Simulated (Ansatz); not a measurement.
Relaxation of a periodic cell of 35 atoms, Si11O24 (host SiO2, host structure P6_222, one Si atom removed), cell charge -2, to a largest force component of 0.03 eV/Å in at most 60 steps.

Level of theory: Ansatz 0.2.0, DFT LDA, scalar-relativistic, plane waves, PAW. Settings: PAW set soft_1, cutoff 420 eV, k mesh 2x2x2, gaussian smearing 0.05 eV, no spin polarisation.

```xyz
35
Lattice="-2.4987 4.3278 5.4572 4.9973 0.0000 5.4572 4.9973 8.6556 0.0000" Properties=species:S:1:pos:R:3
Si 0.000 4.328 5.457
Si 1.249 2.164 1.819
Si 3.748 10.819 3.638
O -0.942 5.226 6.367
O 0.000 1.797 2.729
O 3.441 0.899 4.548
O 5.939 3.429 6.367
O 2.499 2.530 2.729
O -0.942 3.429 4.548
Si 2.499 8.656 5.457
Si 3.748 6.492 1.819
Si 1.249 6.492 3.638
O 1.557 9.554 6.367
O 2.499 6.125 2.729
O 5.939 5.226 4.548
O 8.438 7.757 6.367
O 4.997 6.858 2.729
O 1.557 7.757 4.548
Si 4.997 4.328 5.457
Si 3.748 2.164 3.638
O 4.055 5.226 6.367
O 2.499 6.125 8.186
O 0.942 5.226 4.548
O 3.441 7.757 6.367
O 4.997 6.858 8.186
O 4.055 3.429 4.548
Si 7.496 8.656 5.457
Si 6.247 10.819 7.276
Si 6.247 6.492 3.638
O 6.554 9.554 6.367
O 4.997 10.453 8.186
O 3.441 9.554 4.548
O 0.942 3.429 6.367
O 7.496 11.186 8.186
O 6.554 7.757 4.548
```

Problem. Where does it end, and by what steps?

Solution. The run converged. Limits of this set-up: coarse k mesh, PAW files made for another functional, charged cell in a uniform background, uncorrected. After 18 steps the energy has fallen by 3.393 eV; O22 moved furthest, 1.05 Å. Joined: O21–O25 (2.62 → 1.43 Å).

```tsv
step	energy less start (eV)	largest force component (eV/Å)	accepted
0	0.0000	2.996	yes
1	-0.3350	2.100	yes
2	-0.6482	0.298	yes
3	-0.7167	0.269	yes
4	-0.9289	0.466	yes
5	-1.2593	0.777	yes
6	-1.8252	1.260	yes
7	-2.4774	1.635	yes
8	-1.9544	9.750	no
9	-2.9607	0.760	yes
10	-3.2205	0.347	yes
11	-3.3141	1.348	yes
12	-3.2748	1.040	no
13	-3.3761	0.128	yes
14	-3.3274	0.695	no
15	-3.3889	0.129	yes
16	-3.3914	0.062	yes
17	-3.3331	0.646	no
18	-3.3927	0.023	yes
```

```xyz
35
Lattice="-2.4987 4.3278 5.4572 4.9973 0.0000 5.4572 4.9973 8.6556 0.0000" Properties=species:S:1:pos:R:3
Si -0.187 4.363 5.422
Si 1.516 2.319 1.991
Si 3.664 11.010 3.501
O -0.794 5.262 6.613
O 0.134 2.198 2.838
O 3.257 1.089 5.007
O 6.338 3.502 6.365
O 2.753 2.572 2.975
O -1.306 3.501 4.641
Si 2.480 8.417 4.975
Si 3.747 6.183 1.647
Si 1.217 6.293 3.332
O 1.647 9.313 6.120
O 2.635 5.743 2.730
O 5.867 5.432 4.699
O 8.158 7.441 6.257
O 5.041 6.712 2.482
O 1.313 7.776 3.951
Si 5.153 4.455 5.763
Si 3.945 2.300 4.120
O 4.545 5.229 7.100
O 2.888 6.325 9.142
O 0.728 5.186 4.396
O 3.463 7.320 5.410
O 5.239 6.433 7.453
O 3.917 3.631 5.144
Si 7.289 8.632 5.595
Si 6.178 10.859 7.276
Si 6.123 6.636 3.674
O 6.369 9.367 6.700
O 5.066 10.727 8.426
O 3.184 9.618 4.088
O 0.739 3.232 6.126
O 7.566 11.440 7.853
O 6.309 8.036 4.454
```

Whether the end is a true minimum wasn't checked by a vibrational analysis.

Run time: 31 s on 4 threads of AMD EPYC 9R45 96-Core Processor (Zen 5), with other jobs on the host, peak memory 1.5 GiB.
